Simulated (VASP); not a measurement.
Runs of VASP 6.6.1 on Hf. It takes space group P6_3/mmc (No. 194, hexagonal). The conventional cell has a = 3.197 Å, b = 3.197 Å, c = 5.058 Å, α = 90.00°, β = 90.00°, γ = 120.00°. Hf (site symmetry -6m2) has 12 Hf at 3.13 to 3.20 Å as nearest neighbours. 

```tsv
task	level	potentials or basis	spin	cell	k mesh	cutoff (eV)	smearing	gap on the mesh (eV)	pressure (GPa)
single point	PBE	VASP PAW PBE potentials, release 64 (Hf)	off	as given	10 × 10 × 5	500	gaussian 0.1 eV	none	-0.7
single point	PBEsol	VASP PAW PBE potentials, release 64 (Hf_pv)	off	as given	10 × 10 × 5	520	gaussian 0.05 eV	none	-4.3
relaxation of cell and atoms	PBE+rVV10	VASP PAW PBE potentials, release 54 (Hf)	SOC, no magnetisation	relaxed	7 × 7 × 4	580	methfessel-paxton 0.1 eV	-	0.0
optical spectrum	PBE+D3(BJ)	VASP PAW PBE potentials, release 64 (Hf_pv)	off	as given	10 × 10 × 5	520	methfessel-paxton 0.1 eV	none	-3.3
electric field gradients	r2SCAN+rVV10	VASP PAW PBE potentials, release 64 (Hf_pv)	off	as given	10 × 10 × 5	520	methfessel-paxton 0.1 eV	none	(a)
```

Fill in the values left out.

(a) -1.7.

Caveats: the PAW data sets were made with another functional, which shifts forces and pressure a little (some runs); pairwise dispersion overbinds metals, which lowers pressure and volume (some runs); spectra need much finer meshes, so this one isn't converged (some runs); independent-particle spectra lack excitons (some runs); the intraband (Drude) part of a metal's response may be missing (some runs).

A k mesh can miss the band edges, and rows without SOC leave out spin-orbit coupling on Hf.

A gap of «none» marks a metal or a gap under the smearing width.

The runs don't all hold the same shells in valence.
